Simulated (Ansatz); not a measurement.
# C62N (NV centre in diamond, charge -1, 64-site cell): the cost of one run

Program: Ansatz 0.2.0. Level of theory: DFT PBE, scalar-relativistic, plane waves, PAW, and further levels as typed in the inputs. These are calculated values, not measurements.

## Step 1: Starting point

Symmetry: R3m, No. 160, trigonal system. The conventional cell has a = 10.128 Å, b = 10.128 Å, c = 12.293 Å, α = 90.00°, β = 90.00°, γ = 120.00°. Around N (site symmetry 3m) lie 3 C at 1.55 Å. Around C (site symmetry m) lie 3 C at 1.54 to 1.55 Å. C (site symmetry m) has 4 C at 1.54 to 1.55 Å as nearest neighbours. C (site symmetry 1) is surrounded by 4 C at 1.54 to 1.55 Å. C (site symmetry m) has 3 C at 1.54 to 1.55 Å and 1 N at 1.55 Å as nearest neighbours. Only part of the 19 independent sites is listed.

The input asks for a charge of -1 e on the cell.

Structure file:

```xyz
63
Lattice="7.1400 -0.0214 -0.0214 -0.0214 7.1400 -0.0214 -0.0214 -0.0214 7.1400" Properties=species:S:1:pos:R:3 pbc="T T T"
N     4.4357    4.4357    4.4357
C     4.4464    2.6561    2.6561
C     2.6561    4.4464    2.6561
C     2.6561    2.6561    4.4464
C     3.5593    1.7689    1.7689
C     3.5486    1.7582    5.3389
C     3.5486    5.3389    1.7582
C     3.5379    5.3282    5.3282
C     1.7689    3.5593    1.7689
C     1.7582    3.5486    5.3389
C     5.3389    3.5486    1.7582
C     5.3282    3.5379    5.3282
C     1.7689    1.7689    3.5593
C     1.7582    5.3389    3.5486
C     5.3389    1.7582    3.5486
C     5.3282    5.3282    3.5379
C     0.8657    4.4464    4.4464
C     4.4464    0.8657    4.4464
C     4.4464    4.4464    0.8657
C     0.8764    2.6668    2.6668
C     4.4357    2.6454    6.2261
C     4.4357    6.2261    2.6454
C     2.6668    0.8764    2.6668
C     2.6454    4.4357    6.2261
C     6.2261    4.4357    2.6454
C     2.6668    2.6668    0.8764
C     2.6454    6.2261    4.4357
C     6.2261    2.6454    4.4357
C    -0.0214    3.5593    3.5593
C     3.5593   -0.0214    3.5593
C     3.5593    3.5593   -0.0214
C     0.8764    0.8764    4.4571
C     0.8764    4.4571    0.8764
C     4.4571    0.8764    0.8764
C     0.8657    2.6561    6.2368
C     0.8657    6.2368    2.6561
C     4.4250    6.2154    6.2154
C     2.6561    0.8657    6.2368
C     6.2368    0.8657    2.6561
C     6.2154    4.4250    6.2154
C     2.6561    6.2368    0.8657
C     6.2368    2.6561    0.8657
C     6.2154    6.2154    4.4250
C    -0.0107    1.7796    1.7796
C    -0.0214    1.7689    5.3496
C    -0.0214    5.3496    1.7689
C    -0.0321    5.3389    5.3389
C     1.7796   -0.0107    1.7796
C     1.7689   -0.0214    5.3496
C     5.3496   -0.0214    1.7689
C     5.3389   -0.0321    5.3389
C     1.7796    1.7796   -0.0107
C     1.7689    5.3496   -0.0214
C     5.3496    1.7689   -0.0214
C     5.3389    5.3389   -0.0321
C     0.8871    0.8871    0.8871
C     0.8550    6.2261    6.2261
C     6.2261    0.8550    6.2261
C     6.2261    6.2261    0.8550
C    -0.0107   -0.0107    3.5700
C    -0.0107    3.5700   -0.0107
C     3.5700   -0.0107   -0.0107
C     0.0000    0.0000    0.0000
```

## Step 2: Ground state, relaxed

Contents of input.yaml:

```yaml
crystal:
  lattice:
    - [7.14, -0.02142, -0.02142]
    - [-0.02142, 7.14, -0.02142]
    - [-0.02142, -0.02142, 7.14]
  atoms:
    - { symbol: "N", position: [0.625, 0.625, 0.625] }
    - { symbol: C, position: [0.625, 0.375, 0.375], spin: 0.666667 }
    - { symbol: C, position: [0.375, 0.625, 0.375], spin: 0.666667 }
    - { symbol: C, position: [0.375, 0.375, 0.625], spin: 0.666666 }
    - { symbol: C, position: [0.5, 0.25, 0.25] }
    - { symbol: C, position: [0.5, 0.25, 0.75] }
    - { symbol: C, position: [0.5, 0.75, 0.25] }
    - { symbol: C, position: [0.5, 0.75, 0.75] }
    - { symbol: C, position: [0.25, 0.5, 0.25] }
    - { symbol: C, position: [0.25, 0.5, 0.75] }
    - { symbol: C, position: [0.75, 0.5, 0.25] }
    - { symbol: C, position: [0.75, 0.5, 0.75] }
    - { symbol: C, position: [0.25, 0.25, 0.5] }
    - { symbol: C, position: [0.25, 0.75, 0.5] }
    - { symbol: C, position: [0.75, 0.25, 0.5] }
    - { symbol: C, position: [0.75, 0.75, 0.5] }
    - { symbol: C, position: [0.125, 0.625, 0.625] }
    - { symbol: C, position: [0.625, 0.125, 0.625] }
    - { symbol: C, position: [0.625, 0.625, 0.125] }
    - { symbol: C, position: [0.125, 0.375, 0.375] }
    - { symbol: C, position: [0.625, 0.375, 0.875] }
    - { symbol: C, position: [0.625, 0.875, 0.375] }
    - { symbol: C, position: [0.375, 0.125, 0.375] }
    - { symbol: C, position: [0.375, 0.625, 0.875] }
    - { symbol: C, position: [0.875, 0.625, 0.375] }
    - { symbol: C, position: [0.375, 0.375, 0.125] }
    - { symbol: C, position: [0.375, 0.875, 0.625] }
    - { symbol: C, position: [0.875, 0.375, 0.625] }
    - { symbol: C, position: [0.0, 0.5, 0.5] }
    - { symbol: C, position: [0.5, 0.0, 0.5] }
    - { symbol: C, position: [0.5, 0.5, 0.0] }
    - { symbol: C, position: [0.125, 0.125, 0.625] }
    - { symbol: C, position: [0.125, 0.625, 0.125] }
    - { symbol: C, position: [0.625, 0.125, 0.125] }
    - { symbol: C, position: [0.125, 0.375, 0.875] }
    - { symbol: C, position: [0.125, 0.875, 0.375] }
    - { symbol: C, position: [0.625, 0.875, 0.875] }
    - { symbol: C, position: [0.375, 0.125, 0.875] }
    - { symbol: C, position: [0.875, 0.125, 0.375] }
    - { symbol: C, position: [0.875, 0.625, 0.875] }
    - { symbol: C, position: [0.375, 0.875, 0.125] }
    - { symbol: C, position: [0.875, 0.375, 0.125] }
    - { symbol: C, position: [0.875, 0.875, 0.625] }
    - { symbol: C, position: [0.0, 0.25, 0.25] }
    - { symbol: C, position: [0.0, 0.25, 0.75] }
    - { symbol: C, position: [0.0, 0.75, 0.25] }
    - { symbol: C, position: [0.0, 0.75, 0.75] }
    - { symbol: C, position: [0.25, 0.0, 0.25] }
    - { symbol: C, position: [0.25, 0.0, 0.75] }
    - { symbol: C, position: [0.75, 0.0, 0.25] }
    - { symbol: C, position: [0.75, 0.0, 0.75] }
    - { symbol: C, position: [0.25, 0.25, 0.0] }
    - { symbol: C, position: [0.25, 0.75, 0.0] }
    - { symbol: C, position: [0.75, 0.25, 0.0] }
    - { symbol: C, position: [0.75, 0.75, 0.0] }
    - { symbol: C, position: [0.125, 0.125, 0.125] }
    - { symbol: C, position: [0.125, 0.875, 0.875] }
    - { symbol: C, position: [0.875, 0.125, 0.875] }
    - { symbol: C, position: [0.875, 0.875, 0.125] }
    - { symbol: C, position: [0.0, 0.0, 0.5] }
    - { symbol: C, position: [0.0, 0.5, 0.0] }
    - { symbol: C, position: [0.5, 0.0, 0.0] }
    - { symbol: C, position: [0.0, 0.0, 0.0] }
magnetization:
  spin_polarized: true
total_charge: -1
scf:
  occupations: { method: explicit, values: { up: [[1, 1, 1]], down: [[1, 0, 0]] } }
  n_extra_bands: 6
output:
  forces: true
  stress: true
  eigenvalues: true
kpoints:
  mp_grid: { grid: [1, 1, 1] }
hamiltonian:
  xc: pbe
relax:
  f_tol: 0.005
  max_steps: 60
```

Launch:

```console
$ ansatz run input.yaml --threads 8 --pin off --max-ram 16384MiB --backend cpu --events-out ev --progress --plain --runs-dir out
```

What time and memory should one allow on 8 threads of Arm Neoverse V1, shared host?

About 8.8 s, with a peak of 0.63 GiB.
